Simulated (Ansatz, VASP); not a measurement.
# Two plane-wave programs on BP

Contents of INCAR:

```
PREC     = Accurate       # precision mode
ENCUT    = 520            # plane-wave cutoff, eV
EDIFF    = 1E-8           # SCF threshold, eV
ISMEAR   = -1             # smearing method
SIGMA    = 0.05           # smearing width, eV
LREAL    = F              # projectors in reciprocal space
LASPH    = T              # aspherical terms in the spheres
NELM     = 100            # most SCF steps
ALGO     = Normal         # electronic algorithm
ISIF     = 2              # what is computed and relaxed
LWAVE    = F              # write WAVECAR
LCHARG   = F              # write CHGCAR
GGA      = CA             # functional
LEFG     = T            
NBANDS   = 11             # bands
```

File KPOINTS:

```
Automatic mesh
0
Gamma
  15 15 15
```

Contents of POSCAR:

```
BP
1.0
    0.0000000000      2.2383340787      2.2383340787
    2.2383340787      0.0000000000      2.2383340787
    2.2383340787      2.2383340787      0.0000000000
B P
1 1
Direct
    0.0000000000      0.0000000000      0.0000000000
    0.7500000000      0.7500000000      0.7500000000
```

Input for Ansatz:

```yaml
crystal:
  lattice:
    - [0.0, 2.2383340787, 2.2383340787]
    - [2.2383340787, 0.0, 2.2383340787]
    - [2.2383340787, 2.2383340787, 0.0]
  atoms:
    - { symbol: B, position: [0.0, 0.0, 0.0] }
    - { symbol: P, position: [0.75, 0.75, 0.75] }
kpoints:
  mp_grid: { grid: [15, 15, 15] }
scf:
  occupations: { method: fermi_dirac, width: 0.05 }
hamiltonian:
  xc: lda
  pseudopotentials: { kind: paw }
output:
  forces: true
  stress: true
  eigenvalues: true
  efg: { contact_densities: true }
```

Change from the starting cell: volume scaled by 0.96, PAW files.

Alike in both runs: task electric field gradients; functional LDA; k mesh 15 × 15 × 15; occupations fermi-dirac, width 0.05 eV; no spin polarisation.

|  | VASP | Ansatz |
| --- | --- | --- |
| version | VASP 6.6.1 | Ansatz 0.2.0 |
| potentials or method | VASP PAW LDA potentials, release 64 (B, P) | PAW with Ansatz's default frozen-core files, scalar-relativistic |
| plane-wave cutoff (eV) | 520 | 420 |
| valence electrons in the cell | 8 | 8 |

Ansatz gave:

| Quantity | Value |
| --- | --- |
| pressure (GPa) | 1.6 |
| Vzz of the field gradient on the site that differs most (V/Å²) | 0.0 |

Q: Estimate VASP's values.

A: Pressure (GPa): 1.5; Vzz of the field gradient on the site that differs most (V/Å²): 0.0.

Caveats: an odd mesh through Γ misses points on the zone boundary, where band edges often lie.
